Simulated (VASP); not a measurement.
## Rb: electric field gradients with r2SCAN

Rb:

```xyz
1
Lattice="-2.9347 2.9347 2.7125 2.9347 -2.9347 2.7125 2.9347 2.9347 -2.7125" Properties=species:S:1:pos:R:3 pbc="T T T"
Rb    0.0000    0.0000    0.0000
```

This isn't the form of Rb at room conditions, which is bcc.

The cell isn't the ideal one: volume scaled by 0.98, PAW files.

```json
{
 "Program": "VASP 6.6.1",
 "Task": "electric field gradients",
 "Functional": "r2SCAN",
 "Potentials or basis": "VASP PAW PBE potentials, release 64 (Rb_sv)",
 "Cutoff": "520 eV",
 "k mesh": "10 × 10 × 10",
 "Occupations": "fermi-dirac, width 0.08 eV",
 "Spin": "no spin polarisation",
 "Dipole correction": "no",
 "Further INCAR settings": "ALGO = Normal; EDIFF = 1e-08; NBANDS = 10"
}
```

| Property | Result |
| --- | --- |
| Pressure | 0.1 GPa |
| Band gap on the k mesh | none (metal or under the smearing width) |

Levels at points of the mesh, in eV from the Fermi level:
```csv
k point,band 1,band 2,band 3,band 4,band 5,band 6,band 7,band 8,band 9,band 10
"(0.00, 0.00, 0.00)",-30.09,-13.59,-13.59,-13.59,-2.06,3.81,4.26,4.26,4.75,5.35
"(0.50, 0.00, 0.00)",-30.09,-13.67,-13.62,-13.59,0.41,0.77,2.72,4.79,5.33,5.92
"(0.50, 0.50, 0.00)",-30.09,-13.67,-13.61,-13.58,0.27,0.57,3.20,4.52,5.50,5.72
"(0.50, 0.50, 0.50)",-30.09,-13.65,-13.65,-13.64,1.22,1.45,3.17,3.17,4.04,5.53
```

Electric field gradients, principal values (V/Å²):
| atom | Vxx | Vyy | Vzz |
| --- | --- | --- | --- |
| 1 Rb | -0.292 | -0.292 | 0.584 |

Run time: 4.9 min on 1 thread of AMD EPYC 9R45 96-Core Processor (Zen 5), on a shared host, peak memory 0.27 GiB.

Caveat: the PAW data sets were made with another functional, which shifts forces and pressure a little.
